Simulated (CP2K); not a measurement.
Wanted: the native input for a CP2K 2026.2 run.

```yaml
Task: band structure
Functional: PBE
Potentials_or_basis: POTENTIAL_UZH Si GTH-PBE-q4; DZVP-MOLOPT-PBE-GTH basis
Density_cutoff: 6123 eV
k_mesh: 8 × 8 × 8
Occupations: fermi-dirac, width 0.05 eV
Spin: no spin polarisation
SCF_solver: diagonalisation with k points
Quickstep_method: GPW
EPS_DEFAULT: 1.0E-9
EPS_SCF: 1.0E-6
MAX_SCF: 100
SCF_GUESS: ATOMIC
k_points_reduced_by_the_point_group: yes
Mesh_centred_on_Gamma: yes
CHOLESKY: OFF
EPS_EIGVAL: 1.0E-7
MIXING_METHOD: BROYDEN_MIXING
MIXING_ALPHA: 0.4
NBUFFER: 8
NGRIDS: 5
Basis_sets: Si DZVP-MOLOPT-PBE-GTH-q4
Potentials: Si GTH-PBE-q4 of POTENTIAL_UZH
ADDED_MOS: "[10]"
Points_a_segment_of_the_path_NPOINTS: 6
Bands_added_on_the_path: 2
REL_CUTOFF_Ry: 60 Ry
MIXING_BETA_1/bohr: 1.5 1/bohr
CUTOFF_of_the_grids: 450 Ry
```

Crystal: Si.

```
Si
1.0
     3.84928    0.00000    0.00000
     1.92464    3.33357    0.00000
     1.92464    1.11119    3.14292
Si
2
Direct
  0.50000 0.50000 0.50000
  0.75000 0.75000 0.75000
```

These files were run (other wordings do the same):

si_bands.inp

```
&GLOBAL
  PROJECT si_bands
  RUN_TYPE ENERGY_FORCE
  PRINT_LEVEL LOW
&END GLOBAL
&FORCE_EVAL
  METHOD QS
  STRESS_TENSOR ANALYTICAL
  &DFT
    BASIS_SET_FILE_NAME BASIS_MOLOPT_UZH
    POTENTIAL_FILE_NAME POTENTIAL_UZH
    &MGRID
      CUTOFF 450
      REL_CUTOFF 60
      NGRIDS 5
    &END MGRID
    &QS
      METHOD GPW
      EPS_DEFAULT 1.0E-9
    &END QS
    &KPOINTS
      SCHEME MONKHORST-PACK 8 8 8
      GAMMA_CENTERED T
      SYMMETRY T
      SYMMETRY_BACKEND SPGLIB
    &END KPOINTS
    &SCF
      SCF_GUESS ATOMIC
      EPS_SCF 1.0E-6
      MAX_SCF 100
      ADDED_MOS 10
      CHOLESKY OFF
      EPS_EIGVAL 1.0E-7
      &DIAGONALIZATION ON
        ALGORITHM STANDARD
      &END DIAGONALIZATION
      &MIXING ON
        METHOD BROYDEN_MIXING
        ALPHA 0.4
        BETA 1.5
        NBUFFER 8
      &END MIXING
      &SMEAR ON
        METHOD FERMI_DIRAC
        ELECTRONIC_TEMPERATURE 580.23
      &END SMEAR
    &END SCF
    &XC
      &XC_FUNCTIONAL
        &GGA_X_PBE
        &END GGA_X_PBE
        &GGA_C_PBE
        &END GGA_C_PBE
      &END XC_FUNCTIONAL
    &END XC
    &PRINT
      &KPOINTS ON
      &END KPOINTS
      &MULLIKEN ON
      &END MULLIKEN
      &MO ON
        ENERGIES T
        OCCUPATION_NUMBERS T
        &EACH
          QS_SCF 0
        &END EACH
        ADD_LAST NUMERIC
      &END MO
      &BAND_STRUCTURE
        FILE_NAME bands.bs
        ADDED_MOS 2
        &KPOINT_SET
          UNITS B_VECTOR
          NPOINTS 6
          SPECIAL_POINT GAMMA 0.00000000 0.00000000 0.00000000
          SPECIAL_POINT X 0.50000000 0.00000000 0.50000000
          SPECIAL_POINT W 0.50000000 0.25000000 0.75000000
          SPECIAL_POINT K 0.37500000 0.37500000 0.75000000
          SPECIAL_POINT GAMMA 0.00000000 0.00000000 0.00000000
          SPECIAL_POINT L 0.50000000 0.50000000 0.50000000
          SPECIAL_POINT U 0.62500000 0.25000000 0.62500000
          SPECIAL_POINT W 0.50000000 0.25000000 0.75000000
          SPECIAL_POINT L 0.50000000 0.50000000 0.50000000
          SPECIAL_POINT K 0.37500000 0.37500000 0.75000000
        &END KPOINT_SET
        &KPOINT_SET
          UNITS B_VECTOR
          NPOINTS 6
          SPECIAL_POINT U 0.62500000 0.25000000 0.62500000
          SPECIAL_POINT X 0.50000000 0.00000000 0.50000000
        &END KPOINT_SET
      &END BAND_STRUCTURE
    &END PRINT
  &END DFT
  &SUBSYS
    &CELL
      A 3.8492788627 0.0000000000 0.0000000000
      B 1.9246394314 3.3335732814 0.0000000000
      C 1.9246394314 1.1111910938 3.1429230304
      PERIODIC XYZ
    &END CELL
    &COORD
      Si  3.8492788627 2.2223821876 1.5714615152
      Si  5.7739182941 3.3335732814 2.3571922728
    &END COORD
    &KIND Si
      BASIS_SET DZVP-MOLOPT-PBE-GTH-q4
      POTENTIAL GTH-PBE-q4
    &END KIND
    &PRINT
      &ATOMIC_COORDINATES ON
      &END ATOMIC_COORDINATES
      &CELL ON
      &END CELL
      &SYMMETRY ON
      &END SYMMETRY
    &END PRINT
  &END SUBSYS
  &PRINT
    &FORCES ON
    &END FORCES
    &STRESS_TENSOR ON
    &END STRESS_TENSOR
  &END PRINT
&END FORCE_EVAL
```

Potentials or basis: POTENTIAL_UZH Si GTH-PBE-q4; DZVP-MOLOPT-PBE-GTH basis.

Command:

```sh
$ OMP_NUM_THREADS=1 cp2k.psmp -i si_bands.inp -o si_bands.out
```

It gave:

- Pressure: 1.1 GPa
- Band gap on the k mesh: 0.73 eV, indirect (least direct gap 2.55 eV)
- Band gap along the path: 0.72 eV, indirect (least direct gap 2.55 eV)

Caveat: the basis of atomic orbitals isn't converged, which shifts pressures, moduli and gaps.

It took 16 s on 1 thread of AMD EPYC 9R45 96-Core Processor (Zen 5), on a shared host, peak memory 0.31 GiB.
